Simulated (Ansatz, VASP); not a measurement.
PbF2: VASP beside Ansatz

The input INCAR:

```
  PREC = Accurate
  ENCUT = 520
  EDIFF = 1E-6
  ISMEAR = 0
  SIGMA = 0.02
  LREAL = F
  LASPH = T
  NELM = 100
  ALGO = Fast
  ISIF = 2
  LWAVE = F
  LCHARG = T
  GGA = PE
  LELF = T
  LVHAR = T
  NBANDS = 21
```

The input KPOINTS:

```
Automatic mesh
0
Gamma
  8 8 8
```

The input POSCAR:

```
PbF2
1.0
    0.1187940000      3.1671371355      3.1671371355
    3.1671371355      0.1187940000      3.1671371355
    3.1671371355      3.1671371355      0.1187940000
Pb F
1 2
Direct
    0.0000000000      0.0000000000      0.0000000000
    0.2380952442      0.2380952442      0.2380952442
    0.7619047558      0.7619047558      0.7619047558
```

Input for Ansatz:

```yaml
crystal:
  lattice:
    - [0.118794, 3.1671371355, 3.1671371355]
    - [3.1671371355, 0.118794, 3.1671371355]
    - [3.1671371355, 3.1671371355, 0.118794]
  atoms:
    - { symbol: Pb, position: [0.0, 0.0, 0.0] }
    - { symbol: F, position: [0.2380952442, 0.2380952442, 0.2380952442] }
    - { symbol: F, position: [0.7619047558, 0.7619047558, 0.7619047558] }
basis:
  ecutwfc: 420
kpoints:
  mp_grid: { grid: [8, 8, 8] }
hamiltonian:
  xc: pbe
scf:
  occupations: { method: gaussian, width: 0.02 }
output:
  forces: true
  stress: true
  eigenvalues: true
```

Alike in both runs: task single point; functional PBE; k mesh 8 × 8 × 8; occupations gaussian, width 0.02 eV; no spin polarisation.

|  | VASP | Ansatz |
| --- | --- | --- |
| version | VASP 6.6.1 | Ansatz 0.2.0 |
| potentials or method | VASP PAW PBE potentials, release 64 (Pb_d, F) | scalar-relativistic, plane waves, PAW |
| plane-wave cutoff (eV) | 520 | 420 |
| valence electrons in the cell | 28 | 28 |

VASP gave:

* gap on the k mesh at the Fermi level (eV): 4.04
* least direct gap on the mesh (eV): 4.44
* pressure (GPa): -5.7
* largest component of the traceless stress (GPa): 0.61
* rms of the force components (eV/Å): 0.180

Problem. Estimate Ansatz's values.

Solution. gap on the k mesh at the Fermi level (eV): 4.05; least direct gap on the mesh (eV): 4.44; pressure (GPa): -5.5; largest component of the traceless stress (GPa): 0.61; rms of the force components (eV/Å): 0.179.

Atom by atom the forces differ by 0.001 eV/Å (rms over components).

Caveats: spin-orbit coupling is left out, which as a rule narrows the gap of such compounds by several tenths of an eV. A k mesh can miss the band edges.
